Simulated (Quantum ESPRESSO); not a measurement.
Crystal: MgS (Niningerite).

```xyz
2
Lattice="0.0000 2.6016 2.6016 2.6016 0.0000 2.6016 2.6016 2.6016 0.0000" Properties=species:S:1:pos:R:3 pbc="T T T"
S     2.6016    2.6016    2.6016
Mg    0.0000    0.0000    0.0000
```

- Program: Quantum ESPRESSO 7.5
- Task: phonons
- Functional: vdW-DF-cx
- Potentials or basis: PseudoDojo 0.4.1 SR PBE standard
- Cutoff: 1143 eV
- Density cutoff: 4572 eV
- k mesh: 4 × 4 × 4, shifted
- Occupations: fermi-dirac, width 0.05 eV
- Spin: no spin polarisation
- Mixing beta: 0.5
- Most SCF iterations: 120
- SCF threshold: 4e-10 Ry

The cell and the atoms were relaxed first, to 17.68 Å³/atom (a = 3.684 Å, b = 3.684 Å, c = 3.684 Å, α = 60.00°, β = 60.00°, γ = 60.00°), and the response was taken there.

The first run showed a gap, so the response started from a second, tighter run with fixed occupations.

The run gives a transverse optical frequency of 249 cm⁻¹, an electronic dielectric constant of 5.41 and Born charges of ±2.32 e.

**Question.** What are the longitudinal frequency and the static dielectric constant?

**Answer.** The longitudinal mode lies at 403 cm⁻¹, 154 cm⁻¹ over the transverse one, and the static constant is 14.19. The two agree with the Lyddane-Sachs-Teller relation: (403/249)² = 2.62 and 14.19/5.41 = 2.62.

Caveat: the potentials were made for another functional, which shifts forces and pressure; before the sum rule the acoustic modes lie tens of cm⁻¹ from zero, a sign that the density grid also shifts the optical modes.
